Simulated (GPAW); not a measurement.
**1 ML Cr on Pd(001), 3 substrate layers: exchange couplings by hand from total energies**

Aim: get Heisenberg couplings of 1 ML Cr on Pd(001), 3 substrate layers from the energies of collinear orders, with pencil and paper, and test them on an order left out of the fit.

Calculated with GPAW 26.7.0; PBE; plane waves with GPAW's PAW setups, scalar-relativistic.

## 1. The structure

The cell holds 4 atoms: 3 Pd and 1 Cr. Its edges and angles: a = 2.753 Å, b = 2.753 Å, c = 19.701 Å, α = 90.0°, β = 90.0°, γ = 90.0°. pseudomorphic film on the substrate's lattice, hard-sphere layer spacings, unrelaxed, 14 A of vacuum. Vacuum lies along c.

## 2. The parallel order

All energies count from this run.

File order1.py:

```python
import json
import numpy as np
from ase import Atoms
from ase.parallel import paropen, parprint
from gpaw import GPAW

atoms = Atoms(['Pd', 'Pd', 'Pd', 'Cr'],
    cell=[[2.752767, 0.0, 0.0],
         [0.0, 2.752767, 0.0],
         [0.0, 0.0, 19.700626]],
    scaled_positions=[[0.0, 0.0, 0.355319],
         [0.5, 0.5, 0.454123],
         [0.0, 0.0, 0.552927],
         [0.5, 0.5, 0.644681]],
    pbc=True,
    magmoms=[0.0, 0.0, 0.0, 2.5])
atoms.calc = GPAW(mode={'name': 'pw', 'ecut': 500},
    xc='PBE',
    kpts={'size': (12, 12, 1), 'gamma': True},
    occupations={'name': 'fermi-dirac', 'width': 0.05},
    convergence={'density': 1e-05, 'energy': 1e-05},
    maxiter=250,
    symmetry={'tolerance': 1e-4},
    txt='order1.txt')
e = atoms.get_potential_energy(force_consistent=True)
res = {'free_energy': e, 'energy_sigma0': atoms.get_potential_energy(), 'fermi_energy': atoms.calc.get_fermi_level()}
res['moments'] = atoms.get_magnetic_moments().tolist()
res['total'] = atoms.get_magnetic_moment()
parprint('site moments (muB):', np.round(res['moments'], 3))
parprint(f"total moment: {res['total']:.3f} muB")
parprint(f'free energy: {e:.6f} eV')
atoms.calc.write('order1.gpw')
with paropen('results.json', 'w') as f:
    json.dump(res, f)
```

Command:

```bash
> OMP_NUM_THREADS=1 mpirun -n 4 gpaw python order1.py > order1.log
```

Numbers of over 12 decimals in the logs are rounded to 6 here.

Log:

```text
site moments (muB): [-0.117 -0.082  0.153  3.392]
total moment: 4.108 muB
free energy: -18.904547 eV

--- order1.txt ---
Input parameters:
  mode=PW(ecut=500),
  convergence={'density': 1e-05, 'energy': 1e-05},
  kpts=MonkhorstPack(size=(12, 12, 1), gamma=True),
  maxiter=250,
  occupations=Occupations(name='fermi-dirac', width=0.05),
  symmetry=Symmetry(tolerance=0.0001),
  xc=XC(name='PBE')

[...]
|         23 |        -0.309 |     1.000 |         0.408 |     1.000 |
[...]
|         33 |         3.358 |     0.000 |         4.484 |     0.000 |
|         34 |         5.088 |     0.000 |         5.484 |     0.000 |
|         35 |         5.906 |     0.000 |         6.082 |     0.000 |
|        ... |               |           |               |           |
|         37 |         8.750 |     0.000 |         9.113 |     0.000 |

No gap
No difference between direct/indirect transitions

[key lines of the parts left out:]
Free energy:     -18.904547
Converged in 46 steps
dipole moment: (-16.302639, -16.302639, 0.098004)  # |e|*Ang
Fermi level: 1.085
```

Elapsed: 2.4 min, on 4 MPI ranks of Arm Neoverse V1, shared host; peak memory 1 GiB.

Spin moment in the augmentation sphere by atom:

```csv
atom,spin moment in the augmentation sphere (μB)
Pd1,-0.12
Pd2,-0.08
Pd3,0.15
Cr4,3.39
```

Read from the output:

| Property | Result |
| --- | --- |
| magnetization | 4.108 μB |
| final state | ferromagnetic |

After 46 cycles the largest moment stands at 3.39 μB.

## 3. The orders used for the fit

The other orders were run with the same settings, on meshes that hold the same points. Free energies (smearing 0.05 eV, its entropy term included) are divided by the number of Cr atoms; q is in fractions of the reciprocal vectors of the first run's cell.

```csv
order,atoms,mesh,free energy (eV),eV per Cr,largest moment (μB)
F +,4,12×12×1,-18.9045,-18.9045,3.39
"AF q=(1/2,1/2,0) +-",8,6×12×1,-38.4982,-19.2491,3.17
```

## 4. Counting neighbours

With E = −Σ J e_i·e_j over ordered pairs of unit vectors, turning a neighbour from parallel to opposed costs 2J a Cr atom. So an order lies 2 Σ n J over the parallel one, n being the opposed neighbours in each shell.

```csv
shell,distance (Å),neighbours,"opposed in AF q=(1/2,1/2,0) +-","opposed in AF q=(0,1/2,0) +-"
J1,2.75,4,4,2
J2,3.89,4,0,4
```

Only J1 is kept.

## 5. Solving

```
2 × 4 × J1 = -344.53 meV    (AF q=(1/2,1/2,0) +-)
J1 = -43.07 meV
```

## 6. The test

The couplings now give the orders that were left out:

```
2 × 2 × (-43.07) = -172.28 meV    (AF q=(0,1/2,0) +-)
```

The runs themselves:

```csv
order,atoms,mesh,free energy (eV),eV per Cr,largest moment (μB),over the parallel order (meV),foretold (meV)
"AF q=(0,1/2,0) +-",8,12×6×1,-38.3643,-19.1822,3.26,-277.61,-172.28
```

## 7. One more shell

The miss asks for the next shell, which takes one more order into the fit and leaves none for a test.

```
2 × 4 × J1 = -344.53 meV    (AF q=(1/2,1/2,0) +-)
2 × 2 × J1 + 2 × 4 × J2 = -277.61 meV    (AF q=(0,1/2,0) +-)
J1 = -43.07 meV
J2 = -13.17 meV
```

## 8. Results

```json
{"J1 (Cr–Cr at 2.75 Å)": "-43.1 meV", "largest miss on the orders left out": "105 meV", "J1 with 2 shells": "-43.1 meV", "J2 with 2 shells": "-13.2 meV"}
```

In words: The model misses the order left out by 105 meV, 31 % of the span of the orders, so it fails: these couplings alone don't describe the crystal. With the next shell added the couplings are J1 = -43.07 and J2 = -13.17 meV, untested. The first dropped shell that the test feels is J2 at 3.89 Å. The site moments spread by 6.5 % over the orders. In a metal couplings reach far, and the mesh was not tested. The couplings are effective ones: further shells with opposed neighbours are folded into them or show in the miss. No mean-field temperature is given: it needs a model that holds, an unfrustrated order and couplings in all three dimensions.

[Logs and program files are shortened in this print: banners, set-up blocks, solver, clock and traceback lines can be left out without a mark of their own.]

[Logs are printed without paths, hosts, clocks, repeated set-up lines and the standing remarks that a program may print on its own settings, such as how far it seeks lower states.]

[Hosts, paths, dates, database ids (printed as entryN), source tags and the programs' standing remarks are cut or masked in the printed files.]

[Where a cell is said to come from a database of computed structures, the database is the Materials Project.]
